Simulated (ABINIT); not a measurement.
# Ge (I4_1/amd) in ABINIT: further runs

The runs below take Ge through single point, with PBE, LDA.

All numbers are computed with ABINIT 10.8.3 (patched build); they aren't measurements. Logs are shortened: lines on timing, memory, paths and dates and some standing lists are left out, and cuts for length are marked. The log counts tension as positive stress, the text compression.

## 1. Starting point

It takes space group I4_1/amd (No. 141, tetragonal). The conventional cell has a = 5.149 Å, b = 5.149 Å, c = 2.795 Å, α = 90.00°, β = 90.00°, γ = 90.00°. Ge (site symmetry -4m2) is surrounded by 6 Ge at 2.67 to 2.79 Å.

This isn't the form of Ge at room conditions, which is diamond.

## 2. Single point, PBE, spin-orbit coupling, no magnetisation

File run.abi:

```
# Pseudopotentials
pp_dirpath "./"
pseudos "Ge.GGA_PBE-JTH.xml"

# Structure
acell 3*1.0 Angstrom
rprim
    -2.5744897190     2.5744897190     1.3974126432
     2.5744897190    -2.5744897190     1.3974126432
     2.5744897190     2.5744897190    -1.3974126432
ntypat 1
znucl 32
natom 2
typat 1 1
xred
     0.5000000000     0.5000000000     0.0000000000
     0.2500000000     0.7500000000     0.5000000000

# Plane-wave basis
ecut 16.0
pawecutdg 32.0

# k points
kptopt 4
ngkpt 8 8 8
nshiftk 1
shiftk 0.0 0.0 0.0

# Exchange and correlation
ixc 11

# Bands and occupations
nband 36
occopt 3
tsmear 0.05 eV

# Spin
nspinor 2
nspden 1
pawspnorb 1

# SCF cycle
nstep 100
tolvrs 1.0e-9

# Output
iomode 3
prtwf 0
prtden 0
prteig 0
prtebands 0
enunit 1
```

Potentials or basis: JTH PAW PBE v2.0.

The run is started by

```
abinit run.abi > log 2>&1
```

run.abo:

```text
.Version 10.8.3 of ABINIT
 Symmetries : space group I4_1 2 2 (# 98); Bravais tI (body-center tetrag.)
================================================================================
 Values of the parameters that define the memory need of the present run
     intxc =       0    ionmov =       0      iscf =      17    lmnmax =      18
     lnmax =       6     mgfft =      30  mpssoang =       3    mqgrid =    3001
     natom =       2  nloc_mem =       2    nspden =       1   nspinor =       2
    nsppol =       1      nsym =       8    n1xccc =       1    ntypat =       1
    occopt =       3   xclevel =       2
       mpw =         781          nfft =       27000          nkpt =          76
 PAW method is used; the additional fine FFT grid is defined by:
   mgfftf=        40    nfftf =     64000
================================================================================
================================================================================

--------------------------------------------------------------------------------
------------- Echo of variables that govern the present computation ------------
--------------------------------------------------------------------------------
 -outvars: echo values of preprocessed input variables --------
            acell      1.8897261259E+00  1.8897261259E+00  1.8897261259E+00 Bohr
              amu      7.26100000E+01
             ecut      1.60000000E+01 Hartree
           enunit           1
                       outvar_i_n : Printing only first  50 k-points.
              ixc          11
                       outvar_i_n : Printing only first  50 k-points.
           kptopt           4
         kptrlatt        8    0    0      0    8    0      0    0    8
          kptrlen      4.22516349E+01
            natom           2
            nband          36
            ngfft          30      30      30
          ngfftdg          40      40      40
             nkpt          76
          nspinor           2
            nstep         100
             nsym           8
           ntypat           1
                       prtocc : prtvol=0, do not print more k-points.
           occopt           3
        pawcpxocc           2
        pawecutdg      3.20000000E+01 Hartree
        pawspnorb           1
         pawxcdev           0
           prtden           0
        prtebands           0
           prteig           0
            prtwf           0
            rprim     -2.5744897190E+00  2.5744897190E+00  1.3974126432E+00
                       2.5744897190E+00 -2.5744897190E+00  1.3974126432E+00
                       2.5744897190E+00  2.5744897190E+00 -1.3974126432E+00
          spgroup          98
           tolvrs      1.00000000E-09
           tsmear      1.83746611E-03 Hartree
            typat      1  1
           useylm           1
                       outvars : Printing only first  50 k-points.
           xangst     -4.4950674966E-18 -4.4950674966E-18  1.3974126432E+00
                       2.5744897190E+00  9.2089001166E-17  6.9870632160E-01
[... 133 lines left out ...]
    2       0.000000000000      0.000000000000      0.000000000000

 cartesian coordinates (angstrom) at end:
    1     -0.00000000000000    -0.00000000000000     1.39741264320000
    2      2.57448971900000     0.00000000000000     0.69870632160000

 cartesian forces (hartree/bohr) at end:
    1      0.00000000000000     0.00000000000000     0.00000000000000
    2     -0.00000000000000    -0.00000000000000    -0.00000000000000
 frms,max,avg= 5.9116259E-30 9.5593173E-30   0.000E+00  0.000E+00  0.000E+00 h/b

 cartesian forces (eV/Angstrom) at end:
    1      0.00000000000000     0.00000000000000     0.00000000000000
    2     -0.00000000000000    -0.00000000000000    -0.00000000000000
 frms,max,avg= 3.0398803E-28 4.9155986E-28   0.000E+00  0.000E+00  0.000E+00 e/A
 length scales=  1.889726125908  1.889726125908  1.889726125908 bohr
              =  1.000000000000  1.000000000000  1.000000000000 angstroms
 Fermi (or HOMO) energy (eV) =   9.16714   Average Vxc (eV)= -10.51617
 Eigenvalues (   eV  ) for nkpt=  76  k points:
 kpt#   1, nband= 36, wtk=  0.00195, kpt=  0.0000  0.0000  0.0000 (reduced coord)
 -15.75438  -15.75438  -15.74567  -15.74567  -15.72676  -15.72676  -15.69451  -15.69451
 -15.17955  -15.17955  -15.17549  -15.17549  -15.15629  -15.15629  -15.13767  -15.13767
 -15.07138  -15.07138  -15.02535  -15.02535   -4.11211   -4.11211    5.14255    5.14255
   6.76956    6.76956    6.93320    6.93320   12.53548   12.53548   16.61559   16.61704
  16.92742   16.94546   17.35830   17.55895
 prteigrs : prtvol=0 or 1, do not print more k-points.

--- !EnergyTerms
iteration_state     : {dtset: 1, }
comment             : Components of total free energy in Hartree
kinetic             :  1.29709241893792E+01
hartree             :  3.44888550798537E+01
xc                  : -4.61660638250940E+00
Ewald energy        : -1.12041434475246E+02
psp_core            :  4.53869297351917E+00
local_psp           : -1.21927921168076E+02
PAW spherical_terms : -4.55161417731982E+00
internal            : -1.91139103960399E+02
'-kT*entropy'       : -2.68159395541757E-04
total_energy        : -1.91139372119795E+02
total_energy_eV     : -5.20116728156603E+03
...

--- !EnergyTermsDC
iteration_state     : {dtset: 1, }
comment             : '"Double-counting" decomposition of free energy'
band_energy         : -1.01773720011364E+01
Ewald energy        : -1.12041434475246E+02
psp_core            :  4.53869297351917E+00
xc_dc               : -3.32861243181269E+01
PAW spherical_terms : -4.01728640891785E+01
internal            : -1.91139101910169E+02
'-kT*entropy'       : -2.68159395541757E-04
total_energy_dc     : -1.91139370069564E+02
total_energy_dc_eV  : -5.20116722577641E+03
...

--- !EnergyTermsWithPAWCore
iteration_state     : {dtset: 1, }
comment             : 'Components of total free energy, including PAW core contributions'
Total energy        : -4.19797586030191E+03
Total energy DC     : -4.19797585825168E+03
Total energy (eV)   : -1.14232742585980E+05
Total energy DC (eV): -1.14232742530190E+05
...

 Cartesian components of stress tensor (hartree/bohr^3)
  sigma(1 1)= -5.64302432E-05  sigma(3 2)=  0.00000000E+00
  sigma(2 2)= -5.64302432E-05  sigma(3 1)=  0.00000000E+00
  sigma(3 3)= -2.14334477E-04  sigma(2 1)=  0.00000000E+00

-Cartesian components of stress tensor (GPa)         [Pressure=  3.2088E+00 GPa]
- sigma(1 1)= -1.66023507E+00  sigma(3 2)=  0.00000000E+00
- sigma(2 2)= -1.66023507E+00  sigma(3 1)=  0.00000000E+00
- sigma(3 3)= -6.30593801E+00  sigma(2 1)=  0.00000000E+00

== END DATASET(S) ==============================================================
================================================================================

 -outvars: echo values of variables after computation  --------
            acell      1.8897261259E+00  1.8897261259E+00  1.8897261259E+00 Bohr
           etotal     -1.9113937007E+02
            fcart      2.5943608801E-30  2.5943608801E-30  9.5593172794E-30
                      -2.5943608801E-30 -2.5943608801E-30 -9.5593172794E-30
            rprim     -2.5744897190E+00  2.5744897190E+00  1.3974126432E+00
                       2.5744897190E+00 -2.5744897190E+00  1.3974126432E+00
                       2.5744897190E+00  2.5744897190E+00 -1.3974126432E+00
           strten     -5.6430243163E-05 -5.6430243163E-05 -2.1433447652E-04
                       0.0000000000E+00  0.0000000000E+00  0.0000000000E+00
           xangst     -4.4950674966E-18 -4.4950674966E-18  1.3974126432E+00
                       2.5744897190E+00  9.2089001166E-17  6.9870632160E-01
             xred      5.0000000000E-01  5.0000000000E-01 -1.7460032811E-18
                       2.5000000000E-01  7.5000000000E-01  5.0000000000E-01
 Calculation completed.
```

Run time: 3.4 min. Hardware: 1 thread of Arm Neoverse V1, shared host; peak memory 0.18 GiB.

What came out:

```yaml
Free_energy: -5201.1672 eV
Band_gap_on_the_k_mesh: none (metal or under the smearing width)
Valence_electrons_inside_the_program's_atomic_spheres: Ge 12.25 (radii [1.2196] Å)
```

Caveat: the cutoff is too short for stress, so the log's stress isn't used.

## 3. Single point, PBE

Changes to run.abi since step 2:

```diff
@@ -2,3 +2,3 @@
 pp_dirpath "./"
-pseudos "Ge.GGA_PBE-JTH.xml"
+pseudos "Ge.upf"
 
@@ -19,7 +19,6 @@
 # Plane-wave basis
-ecut 16.0
-pawecutdg 32.0
+ecut 40.0
 
 # k points
-kptopt 4
+kptopt 1
 ngkpt 8 8 8
@@ -32,10 +31,5 @@
 # Bands and occupations
-nband 36
+nband 18
 occopt 3
-tsmear 0.05 eV
-
-# Spin
-nspinor 2
-nspden 1
-pawspnorb 1
+tsmear 0.00183747
 
@@ -43,3 +37,3 @@
 nstep 100
-tolvrs 1.0e-9
+tolvrs 1.0e-10
 
@@ -51,2 +45 @@
 prtebands 0
-enunit 1
```

Potentials or basis: PseudoDojo NC SR PBE v0.4.1 standard.

The run is started by

```
abinit run.abi > log 2>&1
```

It took 1.8 min on 1 thread of Arm Neoverse V1, shared host; peak memory 0.12 GiB.

It converged, with:

| Item | Value |
| --- | --- |
| Free energy | -4860.6270 eV |
| Pressure | 3.2 GPa |
| Band gap on the k mesh | none (metal or under the smearing width) |
| Valence electrons inside the program's atomic spheres | Ge 11.48, 11.50 (radii [1.0584] Å) |

Stress tensor (GPa, compression positive):
```
1.60 0.00 0.00
0.00 1.60 0.00
0.00 0.00 6.26
```

Levels at points of the mesh, in eV from the Fermi level:
| k point | band 10 | band 11 | band 12 | band 13 | band 14 | band 15 | band 16 | band 17 | band 18 |
| --- | --- | --- | --- | --- | --- | --- | --- | --- | --- |
| (0.00, 0.00, 0.00) | -24.45 | -13.27 | -4.02 | -2.30 | -2.30 | 3.31 | 7.65 | 7.65 | 8.22 |
| (0.50, 0.00, 0.00) | -24.49 | -8.01 | -6.34 | -2.59 | -1.96 | -1.31 | 2.53 | 3.62 | 5.55 |
| (0.50, 0.50, 0.00) | -24.53 | -10.52 | -10.52 | 0.65 | 0.65 | 1.96 | 1.96 | 7.60 | 7.60 |
| (0.50, 0.50, 0.50) | -24.57 | -8.84 | -8.84 | -5.87 | -5.87 | 6.21 | 6.21 | 11.06 | 11.06 |

## 4. Single point, LDA

File run.abi:

```
pp_dirpath "./"
pseudos "Ge.upf"

acell 3.8998406021 3.8998406021 3.8998406021 Angstrom
rprim
    -0.6601525502     0.6601525502     0.3583255794
     0.6601525502    -0.6601525502     0.3583255794
     0.6601525502     0.6601525502    -0.3583255794
ntypat 1
znucl 32
natom 2
typat 1 1
xcart
     0.0000000000     0.0000000000     1.3974126432
     2.5744897190     0.0000000000     0.6987063216 Angstrom

ecut 35.0

kptopt 1
ngkpt 8 8 8
nshiftk 1
shiftk 0.0 0.0 0.0

ixc 7

nband 18
occopt 3
tsmear 0.05 eV

nstep 100
tolvrs 1.0e-10

iomode 3
prtwf 0
prtden 0
prteig 0
prtebands 0
```

Potentials or basis: PseudoDojo NC SR LDA v0.4.1 standard.

The run is started by

```
abinit run.abi > log 2>&1
```

Run time: 75 s. Hardware: 1 thread of Arm Neoverse V1, shared host; peak memory 0.1 GiB.

Results (log left out):

```yaml
Free_energy: -4856.0033 eV
Band_gap_on_the_k_mesh: none (metal or under the smearing width)
Valence_electrons_inside_the_program's_atomic_spheres: Ge 11.51 (radii [1.0584] Å)
```

Levels at points of the mesh, in eV from the Fermi level:
```tsv
k point	band 12	band 13	band 14	band 15	band 16	band 17
(0.00, 0.00, 0.00)	-4.14	-2.27	-2.27	3.42	7.57	7.57
(0.50, 0.00, 0.00)	-6.34	-2.64	-1.94	-1.28	2.60	3.57
(0.50, 0.50, 0.00)	-10.53	0.67	0.67	1.94	1.94	7.53
(0.50, 0.50, 0.50)	-8.88	-5.82	-5.82	6.19	6.19	10.91
```

Caveat: the cutoff is too short for stress, so the log's stress isn't used.

## 5. Overview

| level | potentials or basis | spin | cutoff (eV) | fine-grid cutoff | gap on the mesh (eV) |
| --- | --- | --- | --- | --- | --- |
| PBE | JTH PAW PBE v2.0 | SOC, no magnetisation | 435 | 870.764 eV | none |
| PBE | PseudoDojo NC SR PBE v0.4.1 standard | off | 1088 | - | none |
| LDA | PseudoDojo NC SR LDA v0.4.1 standard | off | 952 | - | none |

Alike in all rows: task single point; cell as given; k mesh 8 × 8 × 8; smearing fermi-dirac 0.05 eV.

Total energies depend on the potentials used, so only differences within one code and one set of settings carry meaning.
